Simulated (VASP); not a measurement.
BeTe:

```
Be Te
1.0
     0.00000    2.77000    2.77000
     2.77000    0.00000    2.77000
     2.77000    2.77000    0.00000
Be Te
1 1
Direct
  0.00000 0.00000 0.00000
  0.75000 0.75000 0.75000
```

```yaml
Program: VASP 6.6.1
Task: relaxation of cell and atoms
Functional: PBE
Potentials_or_basis: VASP PAW PBE potentials, release 64 (Be, Te)
Cutoff: 520 eV
k_mesh: 8 × 8 × 8
Occupations: gaussian, width 0.1 eV
Spin: no spin polarisation
```

At the start: pressure 4.5 GPa; volume 21.25 Å³/atom.

Q: Where does the relaxation end?

A: Over 3 steps the energy falls by 19.8 meV/atom and the volume is 22.76 Å³/atom (+7.1 %); space group F-43m (No. 216, to 0.05 Å).

Step by step:
| step | energy change (eV) | largest force (eV/Å) | pressure (GPa) | volume (Å³) |
| --- | --- | --- | --- | --- |
| 1 | 0.0000 | 0.0000 | 4.45 | 42.51 |
| 2 | -0.0377 | 0.0000 | -0.85 | 46.25 |
| 3 | -0.0396 | 0.0000 | 0.00 | 45.52 |

Final structure:
```
Be Te
1.0
     0.00000    2.83399    2.83399
     2.83399    0.00000    2.83399
     2.83399    2.83399    0.00000
Be Te
1 1
Direct
  0.00000 0.00000 0.00000
  0.75000 0.75000 0.75000
```
